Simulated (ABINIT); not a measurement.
BAs:

```
As B
1.0
     0.00000    2.38850    2.38850
     2.38850    0.00000    2.38850
     2.38850    2.38850    0.00000
As B
1 1
Cartesian
  3.5827 3.5827 3.5827
  0.0000 0.0000 0.0000
```

Program: ABINIT 10.8.3 (patched build). Alike in all runs: task band structure; no spin polarisation; cell as given; k mesh 10 × 10 × 10; cutoff (eV) 408; smearing fermi-dirac 0.05 eV.

Order these runs on this cell by their pressure, lowest first.
A. level LDA-PZ; potentials or basis JTH PAW LDA v2.0 sp
B. level HLE16; potentials or basis JTH PAW PBE v2.0 sp
C. level rPW86PBE; potentials or basis JTH PAW PBE v2.0 sp

B (-25.6 GPa), A (-3.1 GPa), C (7.6 GPa).

Caveats: this set keeps more shells in the core, which shifts pressures and gaps; the PAW data sets were made with another functional, which shifts forces and pressure a little (some runs); the potentials were made for a functional far from this one (some runs); so large a pressure means that the cell lies far from this level's equilibrium, or that cutoff or potentials fall short (some runs); the potentials were made for another functional, which shifts forces and pressure (some runs).
